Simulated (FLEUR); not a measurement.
Li:

```
CELL_PARAMETERS angstrom
0.00000 2.20200 2.20200
2.20200 0.00000 2.20200
2.20200 2.20200 0.00000
ATOMIC_POSITIONS crystal
Li 0.00000 0.00000 0.00000
```

This isn't the form of Li at room conditions, which is bcc.

| Quantity | Value |
| --- | --- |
| Program | FLEUR MaX-R8.1 (later development tree) |
| Task | single point |
| Functional | PBE |
| Potentials or basis | all-electron |
| Basis | FLAPW |
| Kmax | 3.8 1/bohr |
| k mesh | 10 × 10 × 10 |
| Occupations | fermi-dirac, width 0.05 eV |
| Spin | no spin polarisation |
| Gmax | 11.8 1/bohr |
| Muffin-tin radii | Li 2.66 bohr |
| lmax | Li 11 |
| Local orbitals a species | Li 3 |
| Max iterations | 60 |
| Mixing factor | 0.05 |
| Mixer | Anderson |
| Mixer history | 15 |
| Density convergence | 1e-05 me/bohr^3 |

On this cell: band gap on the k mesh none (metal or under the smearing width).

The same run follows on a disturbed copy (cell strained at random at fixed volume):

```
CELL_PARAMETERS angstrom
-0.02939 2.18954 2.16794
2.24417 -0.07957 2.21812
2.15233 2.14788 0.01227
ATOMIC_POSITIONS crystal
Li 0.99760 0.00530 0.00297
```

Q: What changes?

A: The energy (extrapolated to zero smearing) moves by +2.7 meV/atom; band gap on the k mesh none (metal or under the smearing width).
